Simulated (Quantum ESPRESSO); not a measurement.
SrO: dielectric tensor and Born charges under several settings

```
Sr O
1.0
     0.00000    2.56630    2.56630
     2.56630    0.00000    2.56630
     2.56630    2.56630    0.00000
Sr O
1 1
Cartesian
  2.5663 2.5663 2.5663
  0.0000 0.0000 0.0000
```

All runs used Quantum ESPRESSO 7.5; k mesh 6 × 6 × 6, shifted; given cell; no spin polarisation; cutoff 612 eV; occupations smeared at first, fixed for the response.

| level | potentials | pressure (GPa) | ε∞ (diagonal) | Born charge of atom 1 (e) |
| --- | --- | --- | --- | --- |
| LDA | GBRV 1.5 LDA | -3.8 | 3.85 | 2.45 |
| PBE | GBRV 1.5 PBE | 3.4 | 3.79 | 2.46 |
| PBEsol | GBRV 1.5 PBEsol | ? | ? | ? |
| WC | GBRV 1.5 PBE | -0.3 | 3.86 | 2.45 |
| BLYP | GBRV 1.5 PBE | 6.4 | 3.68 | 2.45 |
| AM05 | GBRV 1.5 PBE | 0.7 | 3.84 | 2.46 |

Q: What stands in the row left open?

A: Pressure -0.5 GPa; ε∞ 3.86; Born charge of atom 1 2.45 e.

Caveats: the cell is more than 3 GPa from zero pressure, which shifts response properties (some runs); the potentials were made for another functional, which shifts forces and pressure (some runs).
